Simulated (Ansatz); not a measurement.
# MnAs (P6_3/mmc): equation of state

The task here is to estimate one member of a computed series from the others.

The COD entry's cell or inner coordinates are ideal or old and differ from later refinements, so a difference from it is no clean test against experiment.

Program: Ansatz 0.2.0. Level of theory: DFT PBE, scalar-relativistic, plane waves, PAW. These are calculated values, not measurements.

2 further runs of the same task are left out: 1 that didn't finish, 1 set aside as unsound or not needed. Runs told in other sessions of the task aren't counted.

**The starting structure**

The structure is hexagonal, space group P6_3/mmc (No. 194). The conventional cell has a = 3.648 Å, b = 3.648 Å, c = 5.496 Å, α = 90.00°, β = 90.00°, γ = 120.00°. Mn (site symmetry -3m) has 6 As at 2.51 Å and 2 Mn at 2.75 Å in its first shell of neighbours. As (site symmetry -6m2) is surrounded by 6 Mn at 2.51 Å.

Structure file:

```
CELL_PARAMETERS angstrom
3.64843 0.00000 0.00000
-1.82421 3.15963 0.00000
0.00000 0.00000 5.49617
ATOMIC_POSITIONS crystal
Mn 0.00000 0.00000 0.00000
Mn 0.00000 0.00000 0.50000
As 0.33333 0.66667 0.25000
As 0.66667 0.33333 0.75000
```

An earlier run at PBE left this cell at 15.839 Å³/atom and 0.01 GPa (10×10×6 mesh).

Volume factors to run: 0.980, 1.020, 0.960, 1.040, 1.070, 1.100, 0.945.

Set-up of the first run:

input.yaml reads:

```yaml
crystal:
  lattice:
    - [3.6239390398, 0.0, 0.0]
    - [-1.8119695199, 3.1384232703, 0.0]
    - [0.0, 0.0, 5.4592770716]
  atoms:
    - { symbol: Mn, position: [0.0, 0.0, 0.0], spin: 3.09 }
    - { symbol: Mn, position: [0.0, 0.0, 0.5], spin: 3.09 }
    - { symbol: As, position: [0.3333333333, 0.6666666667, 0.25] }
    - { symbol: As, position: [0.6666666667, 0.3333333333, 0.75] }
basis:
  ecutwfc: 420
  ecutrho_ratio: 4
kpoints:
  mp_grid: { grid: [10, 10, 6] }
hamiltonian:
  xc: pbe
scf:
  occupations: { method: gaussian, width: 0.05 }
output:
  forces: true
  stress: true
  eigenvalues: true
  populations: true
magnetization:
  spin_polarized: true
relax:
  f_tol: 0.01
  max_steps: 40
  cell: { stress_tol: 0.1, fix: [volume] }
```

Run with:

```sh
> ansatz run input.yaml --threads 4 --pin off --max-ram 7168MiB --backend cpu --events-out ev --progress --plain --runs-dir out
```

Among the steps run: At 0.980 of the relaxed volume; Scaling the volume by 1.020; Scaling the volume by 0.960; Volume × 1.040; Volume × 1.070; Scaling the volume by 1.100; Scaling the volume by 0.945.

One table of the session follows, with a row left open; its other results are not shown here.

It belongs to the step «The fit». 

| volume (Å³/atom) | energy (meV/atom) | pressure (GPa) | moment of atom 1 (μB) |
| --- | --- | --- | --- |
| 14.968 | 13.97 | 5.57 | 2.58 |
| 15.206 | 6.93 | 3.80 | 2.64 |
| 15.523 | 1.58 | 1.75 | 2.72 |
| 15.839 | 0.00 | 0.01 | 2.81 |
| 16.156 | ? | ? | ? |
| 16.473 | 4.15 | -2.02 | 3.01 |
| 16.948 | 11.99 | -3.20 | 3.15 |
| 17.423 | 22.99 | -4.31 | 3.29 |

**Question.** Estimate the row for volume (Å³/atom) = 16.156.

Worked estimate for «energy (meV/atom)». A straight line through the neighbours (15.839, 0.00) and (16.473, 4.15) gives 0.00 + (4.15 − 0.00) × (16.156 − 15.839) / (16.473 − 15.839) = 2.07; a parabola fitted to 4 rows on both sides gives 1.09.

**Answer.** energy (meV/atom): 1.17; pressure (GPa): -1.06; moment of atom 1 (μB): 2.92. In «energy (meV/atom)» the line misses by +0.90 and the parabola by -0.08.

Limits of these values: Warnings in the runs' records: stability check not made.
